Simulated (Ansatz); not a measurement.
## MgO: a vibration from a frozen displacement

Theory: DFT r2SCAN, scalar-relativistic, plane waves, PAW (Ansatz 0.2.0). Settings: plane waves to 500 eV, k-mesh 10×10×10 (Γ-centred), Gaussian smearing 0.05 eV. No spin polarisation. Energies are free energies at this smearing, counted from the undisturbed cell; pressure is positive in compression.

Reference structure (as given, not relaxed at this level; it stands at -7.1 GPa):

```xyz
2
Lattice="0.0000 2.1351 2.1351 2.1351 0.0000 2.1351 2.1351 2.1351 0.0000" Properties=species:S:1:pos:R:3 pbc="T T T"
Mg    0.0000    0.0000    0.0000
O     2.1351    2.1351    2.1351
```

Every Mg atom is moved by x along the Cartesian unit vector (0.000, 1.000, 0.000); the cell and all other atoms stay fixed. The cell's volume is 19.47 Å³; the moved atoms weigh 24.305 u together and the others 15.999 u. Some rows repeat others by symmetry and weren't run.

| x (Å) | ΔE (meV/cell) | total force on the moved atoms along the move (eV/Å) | pressure (GPa) |
| --- | --- | --- | --- |
| -0.5000 | 1179.78 | 7.5927 | 23.0709 |
| -0.4375 | 778.68 | 5.3571 | 14.2787 |
| -0.3750 | 497.72 | 3.7198 | 7.5528 |
| -0.3125 | 304.35 | 2.5326 | 2.4808 |
| -0.2500 | 174.18 | 1.6801 | -1.2627 |
| -0.1875 | 89.30 | 1.0696 | -3.9322 |
| -0.1250 | 37.01 | 0.6261 | -5.7145 |
| -0.0625 | 8.86 | 0.2877 | -6.7360 |
| 0.0000 | 0.00 | 0.0000 | -7.0687 |
| 0.0625 | 8.86 | -0.2877 | -6.7360 |
| 0.1250 | 37.01 | -0.6261 | -5.7145 |
| 0.1875 | 89.30 | -1.0696 | -3.9322 |
| 0.2500 | 174.18 | -1.6801 | -1.2627 |
| 0.3125 | 304.35 | -2.5326 | 2.4808 |
| 0.3750 | 497.72 | -3.7198 | 7.5528 |
| 0.4375 | 778.68 | -5.3571 | 14.2787 |
| 0.5000 | 1179.78 | -7.5927 | 23.0709 |

What frequency belongs to this motion?

The force constant is k = −dF/dx = 4.603 eV/Å², from the parabola through x = -0.0625, 0 and 0.0625. In every cell the moved atoms swing against the rest, so the mass is μ = m₁m₂/(m₁ + m₂) = 9.648 u, and ν̃ = 521.5 cm⁻¹ × √(|k|/μ) = 360 cm⁻¹, at this cell's pressure of -7.1 GPa. To first order in x, and within 1 %, the force on every atom lies along the move and, within each of the two groups, in proportion to the atom's mass, so this is itself a mode at the zone centre of this cell, taken without macroscopic field (the transverse frequency in a polar insulator).

How far does the harmonic law reach?

At x = -0.500 Å, kx²/2 = 575.40 meV against the computed 1179.78 meV (+105.0 %): the well stiffens in this direction at large amplitude.

The pressure changes with x². What does that say about the frequency under compression?

With E = k(V)x²/2, k ∝ V^(−2γ) and x scaling with the cell as V^(1/3), P − P0 = −∂E/∂V = (2γ − 2/3) ΔE/V. At x = 0.1250 Å, V(P − P0) = 19.47 × 1.35420 / 160.2 eV = 164.55 meV and ΔE = 37.01 meV, so γ = 1/3 + V(P − P0)/(2ΔE) = 2.56. This is the Grüneisen parameter of the motion under uniform scaling of the cell: shrinking the cell evenly by 1 % in volume raises the frequency by about 2.56 %.